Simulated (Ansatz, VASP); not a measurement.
## Two plane-wave programs on C

Contents of INCAR:

```
PREC     = Accurate       # precision mode
ENCUT    = 520            # plane-wave cutoff, eV
EDIFF    = 1E-6           # SCF threshold, eV
ISMEAR   = 0              # smearing method
SIGMA    = 0.05           # smearing width, eV
LREAL    = False          # projectors in reciprocal space
LASPH    = True           # aspherical terms in the spheres
NELM     = 60             # most SCF steps
ALGO     = Normal         # electronic algorithm
ISIF     = 2              # what is computed and relaxed
LWAVE    = False          # write WAVECAR
LCHARG   = False          # write CHGCAR
GGA      = PE             # functional
NBANDS   = 26             # bands
```

The input KPOINTS:

```
Automatic mesh
0
Gamma
  12 12 4
```

POSCAR

```
C
1.0
    2.6439194161      0.0000000000      0.0000000000
   -1.3219597080      2.2897013799      0.0000000000
    0.0000000000      0.0000000000      8.7198175910
C
8
Direct
    0.0000000000      0.0000000000      0.0929681641
    0.0000000000      0.0000000000      0.5929681641
    0.0000000000      0.0000000000      0.4070318359
    0.0000000000      0.0000000000      0.9070318359
    0.3333333333      0.6666666667      0.1555285626
    0.6666666667      0.3333333333      0.6555285626
    0.3333333333      0.6666666667      0.3444714374
    0.6666666667      0.3333333333      0.8444714374
```

Input for Ansatz:

```yaml
crystal:
  lattice:
    - [2.6439194161, 0.0, 0.0]
    - [-1.321959708, 2.2897013799, 0.0]
    - [0.0, 0.0, 8.719817591]
  atoms:
    - { symbol: C, position: [0.0, 0.0, 0.0929681641] }
    - { symbol: C, position: [0.0, 0.0, 0.5929681641] }
    - { symbol: C, position: [0.0, 0.0, 0.4070318359] }
    - { symbol: C, position: [0.0, 0.0, 0.9070318359] }
    - { symbol: C, position: [0.3333333333, 0.6666666667, 0.1555285626] }
    - { symbol: C, position: [0.6666666667, 0.3333333333, 0.6555285626] }
    - { symbol: C, position: [0.3333333333, 0.6666666667, 0.3444714374] }
    - { symbol: C, position: [0.6666666667, 0.3333333333, 0.8444714374] }
basis:
  ecutwfc: 420
kpoints:
  mp_grid: { grid: [12, 12, 4] }
hamiltonian:
  xc: pbe
scf:
  occupations: { method: gaussian, width: 0.05 }
output:
  forces: true
  stress: true
  eigenvalues: true
```

Change from the starting cell: strain +0.050 along x and y, +0.050 along z, atoms carried along.

Alike in both runs: task single point; functional PBE; k mesh 12 × 12 × 4; occupations gaussian, width 0.05 eV; no spin polarisation.

|  | VASP | Ansatz |
| --- | --- | --- |
| version | VASP 6.6.1 | Ansatz 0.2.0 |
| potentials or method | VASP PAW PBE potentials, release 64 (C) | scalar-relativistic, plane waves, PAW |
| plane-wave cutoff (eV) | 520 | 420 |
| valence electrons in the cell | 32 | 32 |

```tsv
	VASP	Ansatz	Ansatz less VASP
gap on the k mesh at the Fermi level (eV)	4.16	4.17	+0.008
least direct gap on the mesh (eV)	4.96	4.97	+0.009
pressure (GPa)	-47.9	-48.2	-0.21
largest component of the traceless stress (GPa)	0.19	0.19	-0.003
rms of the force components (eV/Å)	0.046	0.047	+0.0013
```

Atom by atom the forces differ by 0.001 eV/Å (rms over components).

Caveats: the cell as given lies far from equilibrium; so large a pressure means that the cell lies far from this level's equilibrium, or that cutoff or potentials fall short (VASP).
